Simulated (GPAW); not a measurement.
# The basis that the transmission of a Sb chain with one P atom in line needs

Aim: T(E), conductance and thermopower of a Sb chain with one P atom in line, and what cheaper settings cost in accuracy.

Calculated with GPAW 26.7.0; GPAW LCAO, PAW setups; Landauer transmission from Green's functions with principal layers (ASE), zero bias.

## Step 1: The starting structure

The cell holds 9 atoms: 8 Sb and 1 P. Cell: a = 9.000 Å, b = 9.000 Å, c = 24.015 Å, α = 90.0°, β = 90.0°, γ = 90.0°. Regions: left lead, 4 atoms (4 Sb); channel, 1 atom (1 P); right lead, 4 atoms (4 Sb). Vacuum lies along a and b. The structure is stacked along c, and the current runs across the ab planes.

Structure file:

```cif
data_structure
_symmetry_space_group_name_H-M 'P 1'
_symmetry_Int_Tables_number 1
_cell_length_a 9.0000
_cell_length_b 9.0000
_cell_length_c 24.0148
_cell_angle_alpha 90.000
_cell_angle_beta 90.000
_cell_angle_gamma 90.000
_cell_volume 1945.20
loop_
_atom_site_label
_atom_site_type_symbol
_atom_site_fract_x
_atom_site_fract_y
_atom_site_fract_z
_atom_site_occupancy
Sb1 Sb 0.50000 0.50000 0.05726 1
Sb2 Sb 0.50000 0.50000 0.17177 1
Sb3 Sb 0.50000 0.50000 0.28628 1
Sb4 Sb 0.50000 0.50000 0.40079 1
P5 P 0.50000 0.50000 0.50000 1
Sb6 Sb 0.50000 0.50000 0.59921 1
Sb7 Sb 0.50000 0.50000 0.71372 1
Sb8 Sb 0.50000 0.50000 0.82823 1
Sb9 Sb 0.50000 0.50000 0.94274 1
```

## Step 2: GPAW, dzp

Localised orbitals split the wire into layers that couple to their neighbours alone, which is what the Green's function method needs; double zeta with polarisation is the usual level for numbers.

File run.py:

```python
import json
import numpy as np
from ase import Atoms
from ase.transport.calculators import TransportCalculator
from gpaw import GPAW, FermiDirac
from gpaw.lcao.tools import get_lcao_hamiltonian
from scipy.linalg import eigh

# The junction with lead layers at both ends, along the third cell vector
device = Atoms(
    ['Sb', 'Sb', 'Sb', 'Sb', 'P', 'Sb', 'Sb', 'Sb', 'Sb'],
    positions=[
        [4.50000, 4.50000, 1.37500],
        [4.50000, 4.50000, 4.12500],
        [4.50000, 4.50000, 6.87500],
        [4.50000, 4.50000, 9.62500],
        [4.50000, 4.50000, 12.00740],
        [4.50000, 4.50000, 14.38980],
        [4.50000, 4.50000, 17.13980],
        [4.50000, 4.50000, 19.88980],
        [4.50000, 4.50000, 22.63980]],
    cell=[[9.0, 0.0, 0.0], [0.0, 9.0, 0.0], [0.0, 0.0, 24.0148]],
    pbc=True)

# One principal layer of the lead: the first 2 atoms of the device
lead = Atoms(
    ['Sb', 'Sb'],
    positions=[
        [4.50000, 4.50000, 1.37500],
        [4.50000, 4.50000, 4.12500]],
    cell=[[9.0, 0.0, 0.0], [0.0, 9.0, 0.0], [0.0, 0.0, 5.5]],
    pbc=True)

settings = dict(mode='lcao', basis='dzp', xc='PBE', h=0.2,
                occupations=FermiDirac(0.1), maxiter=250,
                mixer=dict(beta=0.1, nmaxold=8, weight=100.0),
                convergence=dict(density=0.0001))
energies = np.arange(-3, 3 + 1e-9, 0.075)
eta = 0.0001
n1, n2 = 1, 1
# k and -k transmit alike, so half of the mesh across the current serves
mesh = [(i, j) for i in range(n1) for j in range(n2) if (i, j) <= (-i % n1, -j % n2)]
weights = np.array([1 if (i, j) == (-i % n1, -j % n2) else 2 for i, j in mesh]) / (n1 * n2)

# [... helper functions left out ...]
fermi_lead = ground_state(lead, (1, 1, 20), 'lead.txt')
fermi_device = ground_state(device, (1, 1, 3), 'device.txt')
# [... loop over the mesh left out, but for ...]
        # Shift the lead onto the potential of the device's first layer
        shift = ((H[:, 0, 0] - H0[:, 0, 0]) / S0[0, 0]).real.mean()
# [...]
kT = 8.617333e-5 * 300
bias = [0.1, 0.2, 0.5, 1.0, 1.5, 2.0]
# [... integrals and printing left out ...]
```

On the command line:

```
$ OMP_NUM_THREADS=1 OPENBLAS_NUM_THREADS=1 python run.py
```

Log:

```text
basis functions: device 197, principal layer 46
Fermi level: lead -3.1685 eV, device -3.2051 eV; lead shifted by 0.0000 eV
largest coupling past the next layer 7.84e-05 eV, largest misfit of the first layer 0.021 eV
  E-E_F (eV)   T (one spin)  [channel counts left out]
    -3.000    8.0714e-01
    -2.925    8.1134e-01
    -2.850    8.1522e-01
    -2.775    8.1886e-01
    -2.700    8.2229e-01
    -2.625    8.2555e-01
    -2.550    8.2867e-01
    -2.475    8.3168e-01
    -2.400    8.3458e-01
    -2.325    8.3741e-01
    -2.250    8.4015e-01
    -2.175    8.4283e-01
    -2.100    8.4545e-01
    -2.025    8.4802e-01
    -1.950    8.5054e-01
    -1.875    8.5301e-01
[...]
2.475    9.5285e-01
     2.550    9.5443e-01
     2.625    9.5602e-01
     2.700    9.5759e-01
     2.775    9.5916e-01
     2.850    9.6073e-01
     2.925    9.6228e-01
     3.000    9.6382e-01
conductance at 300 K: 2.8991 G0 a cell; thermopower -0.08288 uV/K
current from the zero-bias T(E) at 0.1 V: 22.462 uA
current from the zero-bias T(E) at 0.2 V: 44.92 uA
current from the zero-bias T(E) at 0.5 V: 112.24 uA
current from the zero-bias T(E) at 1.0 V: 224.04 uA
current from the zero-bias T(E) at 1.5 V: 334.79 uA
current from the zero-bias T(E) at 2.0 V: 443.31 uA
```

It took 25 s on 1 thread of Arm Neoverse V1, shared host; peak memory 0.8 GiB.

Numbers from this step:

| Property | Result |
| --- | --- |
| conductance | 2.899 G₀ |
| largest coupling past the next principal layer | 7.84e-5 eV |
| largest misfit of the first principal layer | 0.02150 eV |
| shift that aligns the lead | 4.81e-5 eV |
| basis functions of the junction | 197 |
| basis functions of a principal layer | 46 |
| transmission at the Fermi level (one spin) | 2.899 |

One spin. Table of transmission, zone mean by energy, zero at the Fermi level:

| energy (eV) | transmission, zone mean |
| --- | --- |
| -3.0000 | 0.807 |
| -2.7750 | 0.819 |
| -2.4750 | 0.832 |
| -2.2500 | 0.840 |
| -2.0250 | 0.848 |
| -1.7250 | 0.858 |
| -1.5000 | 1.55 |
| -1.2750 | 2.30 |
| -0.9750 | 2.68 |
| -0.7500 | 2.79 |
| -0.5250 | 2.85 |
| -0.2250 | 2.89 |
| 0.0000 | 2.90 |
| 0.2250 | 2.90 |
| 0.5250 | 2.90 |
| 0.7500 | 2.88 |
| 0.9750 | 2.86 |
| 1.2750 | 2.79 |
| 1.5000 | 2.68 |
| 1.7250 | 2.44 |
| 2.0250 | 0.943 |
| 2.2500 | 0.948 |
| 2.4750 | 0.953 |
| 2.7750 | 0.959 |
| 3.0000 | 0.964 |

Not self-consistent under bias; the bias window is split evenly. The current through one cell, from the zero-bias transmission by bias:

| bias (V) | current through one cell, from the zero-bias transmission (μA) |
| --- | --- |
| 0.100 | 22.5 |
| 0.200 | 44.9 |
| 0.500 | 112 |
| 1.000 | 224 |
| 1.500 | 335 |
| 2.000 | 443 |

Transmission of the three most open eigenchannels against energy, zero at the Fermi level:

| energy (eV) | channel 1 | channel 2 | channel 3 |
| --- | --- | --- | --- |
| -3.00 | 0.807 | 1.9e-12 | 0 |
| -2.85 | 0.815 | 1.9e-12 | 0 |
| -2.70 | 0.822 | 1.8e-12 | 0 |
| -2.55 | 0.829 | 1.8e-12 | 0 |
| -2.33 | 0.837 | 1.7e-12 | 0 |
| -2.17 | 0.843 | 1.7e-12 | 0 |
| -2.02 | 0.848 | 1.7e-12 | 0 |
| -1.88 | 0.853 | 3.0e-11 | 3.0e-11 |
| -1.73 | 0.858 | 1.1e-10 | 1.1e-10 |
| -1.57 | 0.862 | 0.0822 | 0.0822 |
| -1.35 | 0.869 | 0.626 | 0.626 |
| -1.20 | 0.873 | 0.780 | 0.780 |
| -1.05 | 0.877 | 0.870 | 0.870 |
| -0.90 | 0.923 | 0.923 | 0.881 |
| -0.75 | 0.955 | 0.955 | 0.885 |
| -0.60 | 0.974 | 0.974 | 0.889 |
| -0.38 | 0.990 | 0.990 | 0.894 |
| -0.23 | 0.995 | 0.995 | 0.897 |
| -0.07 | 0.998 | 0.998 | 0.900 |
| 0.00 | 0.999 | 0.999 | 0.902 |
| 0.07 | 0.999 | 0.999 | 0.903 |
| 0.23 | 0.998 | 0.998 | 0.906 |
| 0.38 | 0.996 | 0.996 | 0.909 |
| 0.60 | 0.989 | 0.989 | 0.914 |
| 0.75 | 0.983 | 0.983 | 0.917 |
| 0.90 | 0.973 | 0.973 | 0.920 |
| 1.05 | 0.960 | 0.960 | 0.923 |
| 1.20 | 0.942 | 0.942 | 0.926 |
| 1.35 | 0.929 | 0.915 | 0.915 |
| 1.57 | 0.934 | 0.845 | 0.845 |
| 1.73 | 0.937 | 0.754 | 0.754 |
| 1.88 | 0.940 | 0.545 | 0.545 |
| 2.02 | 0.943 | 3.1e-7 | 3.1e-7 |
| 2.17 | 0.947 | 3.9e-9 | 3.9e-9 |
| 2.33 | 0.950 | 5.8e-11 | 5.8e-11 |
| 2.55 | 0.954 | 1.7e-12 | 1.7e-12 |
| 2.70 | 0.958 | 0 | 0 |
| 2.85 | 0.961 | 0 | 0 |
| 3.00 | 0.964 | 0 | 0 |

Couplings past the next layer reach 7.8e-5 eV, small enough to drop; the matrix elements of the cell's first layer differ from the bulk lead's by up to 0.021 eV. That layer keeps its own values in the calculation, and only beyond it is the lead taken as perfect. The Fermi levels of lead and junction count from different zeros of potential, one for each periodic cell; with both set to zero, the small remaining shift is what aligns them. By hand: G = 2.899 × 77.48 μS = 225 μS, a resistance of 4.45 kΩ; at 0.1 V a linear junction would pass 22.5 μA, and the integral over the bias window gives 22.5 μA.

## Step 3: GPAW, szp: basis = "szp(dzp)"

The second zeta is dropped, the polarisation orbitals stay.

Changes to run.py since step 2:

```diff
@@ -33,3 +33,3 @@
 
-settings = dict(mode='lcao', basis='dzp', xc='PBE', h=0.2,
+settings = dict(mode='lcao', basis='szp(dzp)', xc='PBE', h=0.2,
                 occupations=FermiDirac(0.1), maxiter=250,
```

Log:

```text
basis functions: device 121, principal layer 28
Fermi level: lead -3.3263 eV, device -3.3902 eV; lead shifted by 0.0009 eV
largest coupling past the next layer 7.83e-05 eV, largest misfit of the first layer 0.016 eV
  E-E_F (eV)   T (one spin)  [channel counts left out]
    -3.000    8.0506e-01
    -2.925    8.0945e-01
    -2.850    8.1346e-01
    -2.775    8.1716e-01
    -2.700    8.2060e-01
    -2.625    8.2384e-01
    -2.550    8.2690e-01
    -2.475    8.2982e-01
    -2.400    8.3261e-01
    -2.325    8.3529e-01
    -2.250    8.3788e-01
    -2.175    8.4039e-01
    -2.100    8.4283e-01
    -2.025    8.4520e-01
    -1.950    8.4751e-01
    -1.875    8.4976e-01
[...]
2.475    9.4158e-01
     2.550    9.4325e-01
     2.625    9.4492e-01
     2.700    9.4660e-01
     2.775    9.4827e-01
     2.850    9.4995e-01
     2.925    9.5162e-01
     3.000    9.5330e-01
conductance at 300 K: 2.8902 G0 a cell; thermopower -0.03879 uV/K
current from the zero-bias T(E) at 0.1 V: 22.393 uA
current from the zero-bias T(E) at 0.2 V: 44.782 uA
current from the zero-bias T(E) at 0.5 V: 111.9 uA
current from the zero-bias T(E) at 1.0 V: 223.38 uA
current from the zero-bias T(E) at 1.5 V: 333.86 uA
current from the zero-bias T(E) at 2.0 V: 442.17 uA
```

Run time: 20 s. Hardware: 1 thread; peak memory 0.79 GiB.

This step gave:

```
conductance                                    : 2.890 G₀
largest coupling past the next principal layer : 7.83e-5 eV
largest misfit of the first principal layer    : 0.01605 eV
shift that aligns the lead                     : 9.13e-4 eV
basis functions of the junction                : 121
basis functions of a principal layer           : 28
transmission at the Fermi level (one spin)     : 2.890
```

One spin. The transmission, zone mean by energy, zero at the Fermi level:

energy (eV), transmission, zone mean and a bar from the least value:
```
  -3.0000       0.81 
  -2.7750       0.82 
  -2.4750       0.83 
  -2.2500       0.84 
  -2.0250       0.85 #
  -1.7250       0.85 #
  -1.5000       1.53 ##########
  -1.2750       2.31 ######################
  -0.9750       2.69 ###########################
  -0.7500       2.80 #############################
  -0.5250       2.85 #############################
  -0.2250       2.88 ##############################
   0.0000       2.89 ##############################
   0.0750       2.89 ##############################
   0.2250       2.89 ##############################
   0.5250       2.88 ##############################
   0.7500       2.86 ##############################
   0.9750       2.83 #############################
   1.2750       2.76 ############################
   1.5000       2.65 ###########################
   1.7250       2.41 #######################
   2.0250       0.93 ##
   2.2500       0.94 ##
   2.4750       0.94 ##
   2.7750       0.95 ##
   3.0000       0.95 ##
```

Not self-consistent under bias; the bias window is split evenly. Current through one cell, from the zero-bias transmission against bias:

| bias (V) | current through one cell, from the zero-bias transmission (μA) |
| --- | --- |
| 0.100 | 22.4 |
| 0.200 | 44.8 |
| 0.500 | 112 |
| 1.000 | 223 |
| 1.500 | 334 |
| 2.000 | 442 |

Transmission of the three most open eigenchannels against energy, zero at the Fermi level:

| energy (eV) | channel 1 | channel 2 | channel 3 |
| --- | --- | --- | --- |
| -3.00 | 0.805 | 0 | 0 |
| -2.77 | 0.817 | 0 | 0 |
| -2.55 | 0.827 | 0 | 0 |
| -2.40 | 0.833 | 0 | 0 |
| -2.17 | 0.840 | 0 | 0 |
| -1.95 | 0.848 | 4.6e-12 | 4.6e-12 |
| -1.73 | 0.854 | 1.0e-10 | 1.0e-10 |
| -1.57 | 0.858 | 0.0754 | 0.0754 |
| -1.35 | 0.864 | 0.628 | 0.628 |
| -1.12 | 0.870 | 0.841 | 0.841 |
| -0.90 | 0.933 | 0.933 | 0.875 |
| -0.75 | 0.962 | 0.962 | 0.878 |
| -0.53 | 0.985 | 0.985 | 0.883 |
| -0.30 | 0.995 | 0.995 | 0.887 |
| -0.07 | 0.999 | 0.999 | 0.891 |
| 0.00 | 0.999 | 0.999 | 0.892 |
| 0.07 | 0.999 | 0.999 | 0.894 |
| 0.30 | 0.995 | 0.995 | 0.898 |
| 0.53 | 0.988 | 0.988 | 0.902 |
| 0.75 | 0.978 | 0.978 | 0.906 |
| 0.90 | 0.968 | 0.968 | 0.909 |
| 1.12 | 0.945 | 0.945 | 0.913 |
| 1.35 | 0.917 | 0.908 | 0.908 |
| 1.57 | 0.922 | 0.837 | 0.837 |
| 1.73 | 0.925 | 0.744 | 0.744 |
| 1.95 | 0.929 | 0.264 | 0.264 |
| 2.17 | 0.935 | 3.6e-9 | 3.6e-9 |
| 2.40 | 0.940 | 1.3e-11 | 1.3e-11 |
| 2.55 | 0.943 | 1.4e-12 | 1.4e-12 |
| 2.77 | 0.948 | 0 | 0 |
| 3.00 | 0.953 | 0 | 0 |

The conductance, 2.89 G₀, lies 0.3 % below that of the dzp run.

## Step 4: Minimal basis

One function for each valence shell of the setup, as for a first survey of a large system.

Changes to run.py since step 3:

```diff
@@ -33,3 +33,3 @@
 
-settings = dict(mode='lcao', basis='szp(dzp)', xc='PBE', h=0.2,
+settings = dict(mode='lcao', basis='sz(dzp)', xc='PBE', h=0.2,
                 occupations=FermiDirac(0.1), maxiter=250,
```

Log:

```text
basis functions: device 76, principal layer 18
Fermi level: lead -3.0919 eV, device -3.1544 eV; lead shifted by -0.0052 eV
largest coupling past the next layer 7.89e-05 eV, largest misfit of the first layer 0.013 eV
  E-E_F (eV)   T (one spin)  [channel counts left out]
    -3.000    8.0352e-01
    -2.925    8.0679e-01
    -2.850    8.0983e-01
[...]
2.925    9.3735e-01
     3.000    9.3927e-01
conductance at 300 K: 2.8741 G0 a cell; thermopower -0.06048 uV/K
current from the zero-bias T(E) at 0.1 V: 22.268 uA
current from the zero-bias T(E) at 0.2 V: 44.533 uA
current from the zero-bias T(E) at 0.5 V: 111.29 uA
current from the zero-bias T(E) at 1.0 V: 222.27 uA
current from the zero-bias T(E) at 1.5 V: 332.47 uA
current from the zero-bias T(E) at 2.0 V: 441.03 uA
```

Wall time 17 s (1 thread); peak memory 0.76 GiB.

Numbers from this step:

```
conductance                                    : 2.874 G₀
largest coupling past the next principal layer : 7.89e-5 eV
largest misfit of the first principal layer    : 0.01263 eV
shift that aligns the lead                     : -0.005222 eV
basis functions of the junction                : 76
basis functions of a principal layer           : 18
transmission at the Fermi level (one spin)     : 2.874
```

The conductance, 2.87 G₀, lies 0.9 % below that of the dzp run.

## Step 5: revPBE in the dzp basis: xc = "revPBE"

Back in the dzp basis, the functional changes from PBE to revPBE, to set the spread between functionals beside that between bases.

Changes to run.py since step 4:

```diff
@@ -33,3 +33,3 @@
 
-settings = dict(mode='lcao', basis='sz(dzp)', xc='PBE', h=0.2,
+settings = dict(mode='lcao', basis='dzp', xc='revPBE', h=0.2,
                 occupations=FermiDirac(0.1), maxiter=250,
```

Log:

```text
basis functions: device 197, principal layer 46
Fermi level: lead -3.1004 eV, device -3.1373 eV; lead shifted by -0.0007 eV
largest coupling past the next layer 7.85e-05 eV, largest misfit of the first layer 0.022 eV
  E-E_F (eV)   T (one spin)  [channel counts left out]
    -3.000    8.0756e-01
    -2.925    8.1171e-01
    -2.850    8.1553e-01
[...]
2.925    9.6154e-01
     3.000    9.6309e-01
conductance at 300 K: 2.8973 G0 a cell; thermopower -0.08796 uV/K
current from the zero-bias T(E) at 0.1 V: 22.448 uA
current from the zero-bias T(E) at 0.2 V: 44.893 uA
current from the zero-bias T(E) at 0.5 V: 112.17 uA
current from the zero-bias T(E) at 1.0 V: 223.91 uA
current from the zero-bias T(E) at 1.5 V: 334.58 uA
current from the zero-bias T(E) at 2.0 V: 442.99 uA
```

Wall time 26 s (1 thread); peak memory 0.8 GiB.

Numbers from this step:

```yaml
conductance: 2.897 G₀
largest_coupling_past_the_next_principal_layer: 7.85e-5 eV
largest_misfit_of_the_first_principal_layer: 0.02182 eV
shift_that_aligns_the_lead: -6.57e-4 eV
basis_functions_of_the_junction: 197
basis_functions_of_a_principal_layer: 46
transmission_at_the_fermi_level_one_spin: 2.898
```

The conductance equals that of the dzp run to 0.2 %.

## Step 6: Cost and result by level

Times are for 1 thread of Arm Neoverse V1, shared host. Results by setting:

| no. | run | conductance (G₀) | time | memory (GiB) |
| --- | --- | --- | --- | --- |
| 1 | dzp | 2.899 | 25 s | 0.8 |
| 2 | szp | 2.890 | 20 s | 0.79 |
| 3 | sz | 2.874 | 17 s | 0.76 |
| 4 | dzp revPBE | 2.897 | 26 s | 0.8 |

## Step 7: Comparison

The curves are compared point by point over the common energies.

This step: comparison of transmission and cost over codes and levels (GPAW 26.7.0).

Ladder, by row:

| step | code | T at the Fermi level (sum over the listed spins) | conductance (G0) | r.m.s. T(E) from the first | wall time (s) | peak memory (GiB) | threads |
| --- | --- | --- | --- | --- | --- | --- | --- |
| dzp | GPAW | 2.899 | 2.899 | 0 | 24.64 | 0.8 | 1 |
| szp | GPAW | 2.89 | 2.89 | 0.01576 | 20 | 0.79 | 1 |
| sz | GPAW | 2.874 | 2.874 | 0.1403 | 17.44 | 0.76 | 1 |
| dzp-revPBE | GPAW | 2.898 | 2.897 | 0.009325 | 25.96 | 0.8 | 1 |

Table of transmission, zone mean, sum over the listed spins by energy, zero at the Fermi level:

| energy (eV) | dzp | szp | sz | dzp-revPBE |
| --- | --- | --- | --- | --- |
| -3.0000 | 0.807 | 0.805 | 0.804 | 0.808 |
| -2.7750 | 0.819 | 0.817 | 0.813 | 0.819 |
| -2.4750 | 0.832 | 0.830 | 0.823 | 0.832 |
| -2.2500 | 0.840 | 0.838 | 0.829 | 0.840 |
| -2.0250 | 0.848 | 0.845 | 0.835 | 0.848 |
| -1.7250 | 0.858 | 0.854 | 0.898 | 0.857 |
| -1.5000 | 1.55 | 1.53 | 1.99 | 1.55 |
| -1.2750 | 2.30 | 2.31 | 2.45 | 2.29 |
| -0.9750 | 2.68 | 2.69 | 2.71 | 2.68 |
| -0.7500 | 2.79 | 2.80 | 2.80 | 2.79 |
| -0.5250 | 2.85 | 2.85 | 2.84 | 2.85 |
| -0.2250 | 2.89 | 2.88 | 2.87 | 2.89 |
| 0.0000 | 2.90 | 2.89 | 2.87 | 2.90 |
| 0.0750 | 2.90 | 2.89 | 2.88 | 2.90 |
| 0.2250 | 2.90 | 2.89 | 2.88 | 2.90 |
| 0.5250 | 2.90 | 2.88 | 2.87 | 2.90 |
| 0.7500 | 2.88 | 2.86 | 2.86 | 2.88 |
| 0.9750 | 2.86 | 2.83 | 2.84 | 2.86 |
| 1.2750 | 2.79 | 2.76 | 2.79 | 2.79 |
| 1.5000 | 2.68 | 2.65 | 2.69 | 2.68 |
| 1.7250 | 2.44 | 2.41 | 2.43 | 2.45 |
| 2.0250 | 0.943 | 0.934 | 0.919 | 0.942 |
| 2.2500 | 0.948 | 0.937 | 0.921 | 0.947 |
| 2.4750 | 0.953 | 0.942 | 0.926 | 0.952 |
| 2.7750 | 0.959 | 0.948 | 0.933 | 0.958 |
| 3.0000 | 0.964 | 0.953 | 0.939 | 0.963 |

(Part 1 of 2 ends here.)

[Logs are printed without paths, hosts, clocks, repeated set-up lines and the standing remarks that a program may print on its own settings, such as how far it seeks lower states.]

[Hosts, paths, dates, database ids (printed as entryN), source tags and the programs' standing remarks are cut or masked in the printed files.]
